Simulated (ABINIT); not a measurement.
Crystal: HfB2.

```
Hf B
1.0
     3.14000    0.00000    0.00000
    -1.57000    2.71932    0.00000
     0.00000    0.00000    3.48000
Hf B
1 2
Direct
  0.00000 0.00000 0.00000
  0.66667 0.33333 0.50000
  0.33333 0.66667 0.50000
```

Base run:

```yaml
Program: ABINIT 10.8.3 (patched build)
Functional: WC
Potentials_or_basis: PseudoDojo NC SR PBEsol v0.4.1 standard
Cutoff: 925 eV
k_mesh: 8 × 8 × 6
Occupations: fermi-dirac, width 0.05 eV
Spin: no spin polarisation
```

Its results: band gap on the k mesh none (metal or under the smearing width); pressure -3.1 GPa.

Task: After a change of settings the same cell gave: band gap on the k mesh none (metal or under the smearing width); pressure -3.8 GPa. Which change was it?
A. functional from WC to PBE; potentials or basis from PseudoDojo NC SR PBEsol v0.4.1 standard to PseudoDojo NC SR PBE v0.4.1 standard; cutoff from 925 eV to 762 eV
B. functional from WC to LDA; potentials or basis from PseudoDojo NC SR PBEsol v0.4.1 standard to PseudoDojo NC SR LDA v0.4 stringent; cutoff from 925 eV to 1687 eV; valence electrons from 18 to 32
C. functional from WC to PBEsol

Result: C.

Caveats: the potentials were made for another functional, which shifts forces and pressure (some runs).

Not every run made on this cell is shown here.
